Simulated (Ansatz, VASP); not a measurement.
# W2C: VASP beside Ansatz

```xyz
3
Lattice="3.0494 0.0000 0.0000 -1.5247 2.6409 0.0000 0.0000 0.0000 4.6470" Properties=species:S:1:pos:R:3 pbc="T T T"
W     1.5247    0.8803    1.1788
W     0.0000    1.7606    3.4682
C     0.0000    0.0000    0.0000
```

Change from the starting cell: volume scaled by 0.98.

Alike in both runs: task single point; functional PBE; k mesh 10 × 10 × 6; occupations fermi-dirac, width 0.05 eV; no spin polarisation.

|  | VASP | Ansatz |
| --- | --- | --- |
| version | VASP 6.6.1 | Ansatz 0.2.0 |
| potentials or method | VASP PAW PBE potentials, release 64 (W_sv, C) | Ansatz PAW |
| plane-wave cutoff (eV) | 520 | 420 |
| valence electrons in the cell | 32 | 32 |

```csv
,VASP,Ansatz,Ansatz less VASP
gap on the k mesh at the Fermi level (eV),none,none,-
pressure (GPa),6.0,5.1,-0.87
largest component of the traceless stress (GPa),1.06,1.09,+0.032
rms of the force components (eV/Å),0.111,0.085,-0.0265
```

Atom by atom the forces differ by 0.027 eV/Å (rms over components). A gap of «none» marks a metal or a gap that the smearing closes.

Spin-orbit coupling is left out, which matters for the levels of W.
